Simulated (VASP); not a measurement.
# AgCl (Chlorargyrite) (Fm-3m) in VASP: single point with PBEsol

Aim: the single point of AgCl (Chlorargyrite) with PBEsol.

Everything below comes from runs of VASP 6.6.1. Logs are shortened: lines on timing, memory, paths and dates and some standing lists are left out, and cuts for length are marked.

**Measured values to compare with.**

From a printed reference work, data compilation, for a bulk crystal of AgCl: band gap 3.249 eV (indirect).

The results are compared with them further down.

### 1 The cell of the first run

The structure is cubic, space group Fm-3m (No. 225). Conventional cell: a = 5.470 Å, b = 5.470 Å, c = 5.470 Å, α = 90.00°, β = 90.00°, γ = 90.00°. Within 3.6 Å of Ag (site symmetry m-3m) lie 6 Cl at 2.73 Å. Within 3.6 Å of Cl (site symmetry m-3m) lie 6 Ag at 2.73 Å.

### 2 Single point, PBEsol

INCAR reads:

```
PREC     = Accurate       # precision mode
ENCUT    = 520            # plane-wave cutoff, eV
EDIFF    = 1E-6           # SCF threshold, eV
ISMEAR   = 0              # smearing method
SIGMA    = 0.01           # smearing width, eV
LREAL    = False          # projectors in reciprocal space
LASPH    = True           # aspherical terms in the spheres
NELM     = 100            # most SCF steps
ALGO     = Normal         # electronic algorithm
ISIF     = 2              # what is computed and relaxed
LWAVE    = False          # write WAVECAR
LCHARG   = True           # write CHGCAR
GGA      = PS             # functional
LELF     = True           # ELF
LVHAR    = True         
NBANDS   = 16             # bands
```

KPOINTS reads:

```
regular mesh
0
Gamma
  6 6 6
```

POSCAR reads:

```
AgCl
1.0
    0.0000000000      2.7350000000      2.7350000000
    2.7350000000      0.0000000000      2.7350000000
    2.7350000000      2.7350000000      0.0000000000
Ag Cl
1 1
Direct
    0.0000000000      0.0000000000      0.0000000000
    0.5000000000      0.5000000000      0.5000000000
```

Potentials or basis: VASP PAW PBE potentials, release 64 (Ag, Cl).

Command:

```bash
$ cat potpaw_PBE.64/Ag/POTCAR potpaw_PBE.64/Cl/POTCAR > POTCAR
$ mpirun -np 1 vasp_std > vasp.out
```

OUTCAR:

```text
PREC = Accurate
   ENCUT = 520
   EDIFF = 1E-6
   ISMEAR = 0
   LREAL = False
   LASPH = True
   NELM = 100
   ISIF = 2
   GGA = PS

 ion  position               nearest neighbor table
   1  0.000  0.000  0.000-   2 2.73   2 2.73   2 2.73   2 2.73   2 2.73   2 2.73
   2  0.500  0.500  0.500-   1 2.73   1 2.73   1 2.73   1 2.73   1 2.73   1 2.73

  LATTYP: Found a face centered cubic cell.
 ALAT       =     5.4700000000

  Lattice vectors:

 A1 = (   0.0000000000,   2.7350000000,   2.7350000000)
 A2 = (   2.7350000000,   0.0000000000,   2.7350000000)
 A3 = (   2.7350000000,   2.7350000000,   0.0000000000)

Analysis of symmetry for initial positions (statically):
=====================================================================
 Subroutine PRICEL returns:
 Original cell was already a primitive cell.

 Routine SETGRP: Setting up the symmetry group for a
 face centered cubic supercell.

 Subroutine GETGRP returns: Found 48 space group operations
 (whereof 48 operations were pure point group operations)
 out of a pool of 48 trial point group operations.

The static configuration has the point symmetry O_h .

Analysis of symmetry for dynamics (positions and initial velocities):
=====================================================================
 Subroutine PRICEL returns:
 Original cell was already a primitive cell.

 Routine SETGRP: Setting up the symmetry group for a
 face centered cubic supercell.

 Subroutine GETGRP returns: Found 48 space group operations
 (whereof 48 operations were pure point group operations)
 out of a pool of 48 trial point group operations.

The dynamic configuration has the point symmetry O_h .

 Subroutine INISYM returns: Found 48 space group operations
 (whereof 48 operations are pure point group operations),
 and found     1 'primitive' translations

----------------------------------------------------------------------------------------

                                     Primitive cell

  volume of cell :      40.9168

  direct lattice vectors                    reciprocal lattice vectors
     0.000000000  2.735000000  2.735000000    -0.182815356  0.182815356  0.182815356
     2.735000000  0.000000000  2.735000000     0.182815356 -0.182815356  0.182815356
     2.735000000  2.735000000  0.000000000     0.182815356  0.182815356 -0.182815356

  length of vectors
     3.867874093  3.867874093  3.867874093     0.316645486  0.316645486  0.316645486

  position of ions in fractional coordinates (direct lattice)
     0.000000000  0.000000000  0.000000000
     0.500000000  0.500000000  0.500000000

  ion indices of the primitive-cell ions
   primitive index   ion index
                 1           1
                 2           2

----------------------------------------------------------------------------------------

 KPOINTS: regular mesh

Automatic generation of k-mesh.
 Grid dimensions read from file:
 generate k-points for:    6    6    6

 Generating k-lattice:

  Cartesian coordinates                     Fractional coordinates (reciprocal lattice)
    -0.030469226  0.030469226  0.030469226     0.166666667  0.000000000  0.000000000
     0.030469226 -0.030469226  0.030469226     0.000000000  0.166666667  0.000000000
     0.030469226  0.030469226 -0.030469226     0.000000000  0.000000000  0.166666667

  Length of vectors
     0.052774248  0.052774248  0.052774248

  Shift w.r.t. Gamma in fractional coordinates (k-lattice)
     0.000000000  0.000000000  0.000000000

 Subroutine IBZKPT returns following result:
 ===========================================

 Found     16 irreducible k-points:

 Following reciprocal coordinates:
            Coordinates               Weight
  0.000000  0.000000  0.000000      1.000000
  0.166667  0.000000  0.000000      8.000000
  0.333333  0.000000  0.000000      8.000000
  0.500000  0.000000  0.000000      4.000000
  0.166667  0.166667  0.000000      6.000000
  0.333333  0.166667  0.000000     24.000000
[... 8 lines left out ...]
 -0.333333  0.333333  0.166667     24.000000
 -0.333333  0.500000  0.166667     12.000000
   k-points           NKPTS =     16   k-points in BZ     NKDIM =     16   number of bands    NBANDS=     16
   number of dos      NEDOS =    301   number of ions     NIONS =      2
   total plane-waves  NPLWV =  27000
   dimension x,y,z NGX =    30 NGY =   30 NGZ =   30
   dimension x,y,z NGXF=    60 NGYF=   60 NGZF=   60
   ions per type =               1   1
   NGX,Y,Z   is equivalent  to a cutoff of  12.89, 12.89, 12.89 a.u.
   NGXF,Y,Z  is equivalent  to a cutoff of  25.79, 25.79, 25.79 a.u.
 SYSTEM =  unknown system
   PREC   = accura    normal or accurate (medium, high low for compatibility)
   ISTART =      0    job   : 0-new  1-cont  2-samecut
   ICHARG =      2    charge: 1-file 2-atom 10-const
   ISPIN  =      1    spin polarized calculation?
   LNONCOLLINEAR =      F non collinear calculations
   LSORBIT =      F    spin-orbit coupling
   LASPH  =      T    aspherical Exc in radial PAW
   ENCUT  =  520.0 eV  38.22 Ry    6.18 a.u.   7.19  7.19  7.19*2*pi/ulx,y,z
   NELM   =    100;   NELMIN=  2; NELMDL= -5     # of ELM steps
   EDIFF  = 0.1E-05   stopping-criterion for ELM
   LREAL  =      F    real-space projection
   EDIFFG = 0.1E-04   stopping-criterion for IOM
   NSW    =      0    number of steps for IOM
   IBRION =     -1    ionic relax: 0-MD 1-quasi-New 2-CG
   NFREE  =      0    steps in history (QN), initial steepest desc. (CG)
   ISIF   =      2    stress and relaxation
   ISYM   =      2    0-nonsym 1-usesym 2-fastsym
   POTIM  = 0.5000    time-step for ionic-motion
   TEBEG  =    0.0;   TEEND  =   0.0 temperature during run
   PSTRESS=    0.0 pullay stress
   NELECT =      18.0000    total number of electrons
   NUPDOWN=      -1.0000    fix difference up-down
   EMIN   =  10.00;   EMAX   =-10.00  energy-range for DOS
   EFERMI =   0.00;   METHOD = LEGACY
   ISMEAR =     0;   SIGMA  =   0.01  broadening in eV -4-tet -1-fermi 0-gaus
   EFERMI_NEDOS =   21; number of points for ismear=-14 and -15
   IALGO  =     38    algorithm
   IMIX   =      4    mixing-type and parameters
     AMIX     =   0.40;   BMIX     =  1.00
     AMIX_MAG =   1.60;   BMIX_MAG =  1.00
  volume/ion in A,a.u.               =      20.46       138.06
  Fermi-wavevector in a.u.,A,eV,Ry     =   1.245083  2.352866 21.092186  1.550232
  Thomas-Fermi vector in A             =   2.379321
   LORBIT       =      0    0 simple, 1 ext, 2 COOP (PROOUT), +10 PAW based schemes
   GGA     = PS    functional components
   LHFCALC =     F    Hartree Fock is set to
   AEXX    =    0.0000 exact exchange contribution
   IVDW    =     0    specifies the selected vdW correction
   LEPSILON=     F    determine dielectric tensor
   LRPA    =     F    only Hartree local field effects (RPA)
 non-spin polarized calculation
 Gauss-broadening in eV      SIGMA  =   0.01
  energy-cutoff  :      520.00
  volume of cell :       40.92
 maximum number of plane-waves:      1113
 NGX is ok and might be reduce to    30
   NGX = 15   NGY = 15   NGZ = 15

 number of electron      18.0000002 magnetization

 Free energy of the ion-electron system (eV)
  ---------------------------------------------------
  ext. energy  EPLUGINS =         0.00000000
  ---------------------------------------------------
  free energy    TOTEN  =        -6.05920162 eV

  energy without entropy =       -6.05920162  energy(sigma->0) =       -6.05920162

 E-fermi :   4.3167     XC(G=0): -10.4340

 val. band max:        4.2529815171   @ k =   0.5000   0.0000   0.0000
 cond. band min:       4.9753161091   @ k =   0.0000   0.0000   0.0000
 fundamental gap:      0.7223345920
 Fermi energy:         4.3166727152

 k-point     1 :       0.0000    0.0000    0.0000
  band No.  band energies     occupation
      1     -11.1768      2.00000
      2       1.5995      2.00000
      3       1.5995      2.00000
      4       1.5995      2.00000
      5       1.6417      2.00000
      6       1.6417      2.00000
[... 8 lines left out ...]
     15      17.6592      0.00000
     16      17.6592      0.00000

 k-point     2 :       0.1667    0.0000    0.0000
  band No.  band energies     occupation
      1     -11.0581      2.00000
      2       0.4619      2.00000
      3       0.6859      2.00000
      4       0.6859      2.00000
      5       1.7020      2.00000
      6       1.7020      2.00000
[... 8 lines left out ...]
     15      16.1828      0.00000
     16      16.8287      0.00000

 k-point     3 :       0.3333    0.0000    0.0000
  band No.  band energies     occupation
      1     -10.8030      2.00000
      2      -0.8835      2.00000
      3       0.0135      2.00000
      4       0.0135      2.00000
      5       1.9086      2.00000
      6       1.9086      2.00000
[... 8 lines left out ...]
     15      17.0131      0.00000
     16      17.0131      0.00000

 k-point     4 :       0.5000    0.0000    0.0000
  band No.  band energies     occupation
      1     -10.6650      2.00000
      2      -1.4232      2.00000
      3      -0.2219      2.00000
      4      -0.2219      2.00000
      5       2.0171      2.00000
      6       2.0171      2.00000
[... 8 lines left out ...]
     15      17.9138      0.00000
     16      17.9138      0.00000
[... 172 lines left out ...]
 k-point    14 :       0.5000    0.3333    0.1667
  band No.  band energies     occupation
      1     -10.6947      2.00000
      2      -0.7956      2.00000
      3      -0.0029      2.00000
      4       0.2989      2.00000
      5       1.8136      2.00000
      6       2.0208      2.00000
[... 8 lines left out ...]
     15      18.7622      0.00000
     16      20.3920      0.00000

 k-point    15 :      -0.3333    0.3333    0.1667
  band No.  band energies     occupation
      1     -10.6235      2.00000
      2      -0.6956      2.00000
      3      -0.1311      2.00000
      4      -0.0545      2.00000
      5       1.9380      2.00000
      6       2.0199      2.00000
[... 8 lines left out ...]
     15      17.8178      0.00000
     16      19.5167      0.00000

 k-point    16 :      -0.3333    0.5000    0.1667
  band No.  band energies     occupation
      1     -10.6199      2.00000
      2      -0.2992      2.00000
      3      -0.0710      2.00000
      4       0.2168      2.00000
      5       1.8936      2.00000
      6       2.1509      2.00000
[... 8 lines left out ...]
     15      18.5497      0.00000
     16      19.3940      0.00000

------------------------ aborting loop because EDIFF is reached ----------------------------------------

  FORCE on cell =-STRESS in cart. coord.  units (eV):
  Direction    XX          YY          ZZ          XY          YZ          ZX
  --------------------------------------------------------------------------------------
  -------------------------------------------------------------------------------------
  Total       -0.1963334     -0.1963334     -0.1963334      0.0000000      0.0000000      0.0000000
  in kB       -7.6878106     -7.6878106     -7.6878106      0.0000000      0.0000000      0.0000000
  external PRESSURE =      -7.6878106 kB  Pullay stress =       0.0000000 kB

 VOLUME and BASIS-vectors are now :
 -----------------------------------------------------------------------------
  energy-cutoff  :      520.00
  volume of cell :       40.92
      direct lattice vectors                 reciprocal lattice vectors
     0.000000000  2.735000000  2.735000000    -0.182815356  0.182815356  0.182815356
     2.735000000  0.000000000  2.735000000     0.182815356 -0.182815356  0.182815356
     2.735000000  2.735000000  0.000000000     0.182815356  0.182815356 -0.182815356

 POSITION                                       TOTAL-FORCE (eV/Angst)
 -----------------------------------------------------------------------------------
      0.00000      0.00000      0.00000         0.000000     -0.000000      0.000000
      2.73500      2.73500      2.73500         0.000000      0.000000      0.000000
 -----------------------------------------------------------------------------------
    total drift:                               -0.000000      0.000000      0.000000

  FREE ENERGIE OF THE ION-ELECTRON SYSTEM (eV)
  ---------------------------------------------------
  free  energy   TOTEN  =        -6.0592016194 eV

  energy  without entropy=       -6.0592016194  energy(sigma->0) =       -6.05920162
```

Run time: 11 s. Hardware: 1 thread of Intel Xeon Platinum 8375C at 2.90GHz (Ice Lake), shared host; peak memory 0.16 GiB.

What came out:

```yaml
Free_energy: -6.0592 eV
Pressure: -0.8 GPa
Band_gap_on_the_k_mesh: 0.72 eV, indirect (least direct gap 3.23 eV)
```

Levels at points of the mesh, in eV from the valence-band top:
| k point | band 5 | band 6 | band 7 | band 8 | band 9 | band 10 | band 11 | band 12 | band 13 | band 14 |
| --- | --- | --- | --- | --- | --- | --- | --- | --- | --- | --- |
| (0.00, 0.00, 0.00) | -2.61 | -2.61 | -2.51 | -2.51 | -2.51 | 0.72 | 10.73 | 10.73 | 10.73 | 12.02 |
| (0.50, 0.00, 0.00) | -2.24 | -2.24 | -1.90 | 0.00 | 0.00 | 3.92 | 6.67 | 7.45 | 7.45 | 13.48 |
| (0.50, 0.50, 0.00) | -3.03 | -2.40 | -2.10 | -2.10 | -1.99 | 2.16 | 7.80 | 8.59 | 11.56 | 11.56 |

Caveat: the PAW data sets were made with another functional, which shifts forces and pressure a little.

### 3 Against experiment

Step 2. Measured gap of AgCl: 3.249 eV (indirect; a printed reference work, data compilation). This calculation gives 0.72 eV (-2.53 eV). So large a miss can be the level of theory's own, or it may mean another phase, state or a wrong row. Spin-orbit coupling on Ag is left out. The value is that of PBEsol on a finite k mesh, which can miss the band edges, without temperature or zero-point motion. Semilocal functionals fall short of measured gaps as a rule.
